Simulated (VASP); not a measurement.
Here is a VASP 6.6.1 calculation.

The input INCAR:

```
  PREC = Accurate
  ENCUT = 520
  EDIFF = 1E-6
  ISMEAR = 0
  SIGMA = 0.01
  LREAL = False
  LASPH = True
  NELM = 80
  ALGO = Normal
  ISIF = 2
  LWAVE = False
  LCHARG = False
  GGA = PE
  NBANDS = 15
```

Contents of KPOINTS:

```
Automatic mesh
0
Gamma
  5 5 5
```

Contents of POSCAR:

```
KBr
1.0
    0.0000000000      3.3857523744      3.3857523744
    3.3857523744      0.0000000000      3.3857523744
    3.3857523744      3.3857523744      0.0000000000
K Br
1 1
Direct
    0.0000000000      0.0000000000      0.0000000000
    0.5000000000      0.5000000000      0.5000000000
```

Potentials or basis: VASP PAW PBE potentials, release 64 (K_sv, Br).

Launch:

```sh
$ cat potpaw_PBE.64/K_sv/POTCAR potpaw_PBE.64/Br/POTCAR > POTCAR
$ mpirun -np 1 vasp_std > vasp.out
```

Q: Estimate the band gap on the k mesh.

A: 4.24 eV, direct.

Q: Estimate the pressure.

A: -0.3 GPa.

A hybrid or GW would open this gap; PBE tends to underestimate it.
